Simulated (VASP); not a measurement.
Write the native input for VASP 6.6.1 that does the following.

| Item | Value |
| --- | --- |
| Task | relaxation of cell and atoms |
| Functional | r2SCAN |
| Potentials or basis | VASP PAW PBE potentials, release 64 (Ga_d, Sb) |
| Cutoff | 600 eV |
| k mesh | 10 × 10 × 10 |
| Occupations | gaussian, width 0.03 eV |
| Spin | no spin polarisation |
| Further INCAR settings | ALGO = Normal; EDIFF = 1e-06; IBRION = 2; EDIFFG = -0.01; NSW = 90; ISIF = 3 |

The structure of GaSb lies in POSCAR:

```
GaSb
1.0
    0.0000000000      3.0590000000      3.0590000000
    3.0590000000      0.0000000000      3.0590000000
    3.0590000000      3.0590000000      0.0000000000
Ga Sb
1 1
Direct
    0.0000000000      0.0000000000      0.0000000000
    0.2500000000      0.2500000000      0.2500000000
```

One way to write it, as run:

INCAR

```
SYSTEM = GaSb
PREC = Accurate ; ENCUT = 600
EDIFF = 1E-6 ; ISMEAR = 0
SIGMA = 0.03 ; LREAL = .FALSE.
LASPH = .TRUE. ; NELM = 80
ALGO = Normal ; ISIF = 3
LWAVE = .FALSE. ; LCHARG = .FALSE.
METAGGA = R2SCAN ; LMIXTAU = .TRUE.
IBRION = 2 ; NSW = 90
EDIFFG = -0.01
```

KPOINTS

```
regular mesh
0
G
  10 10 10
  0 0 0
```

Potentials or basis: VASP PAW PBE potentials, release 64 (Ga_d, Sb).

Command:

```sh
$ cat potpaw_PBE.64/Ga_d/POTCAR potpaw_PBE.64/Sb/POTCAR > POTCAR
$ mpirun -np 1 vasp_std > vasp.out
```

It gave:

```
Relaxed volume                         : 28.85 Å³/atom
Relaxed cell                           : a = 4.337 Å, b = 4.337 Å, c = 4.337 Å, α = 60.00°, β = 60.00°, γ = 60.00°
Space group after relaxing (to 0.05 Å) : F-43m (No. 216)
Energy gained by relaxing              : 0.3 meV/atom
Ionic steps                            : 3
Pressure after relaxing                : 0.0 GPa
Band gap on the k mesh                 : 0.39 eV, direct
```

Caveat: the PAW data sets were made with another functional, which shifts forces and pressure a little; spin-orbit coupling is left out, which moves the levels of the heavy elements.

Wall time 3.8 min on 1 thread of Intel(R) Xeon(R) Platinum 8488C (Sapphire Rapids), on a shared host, peak memory 0.25 GiB.
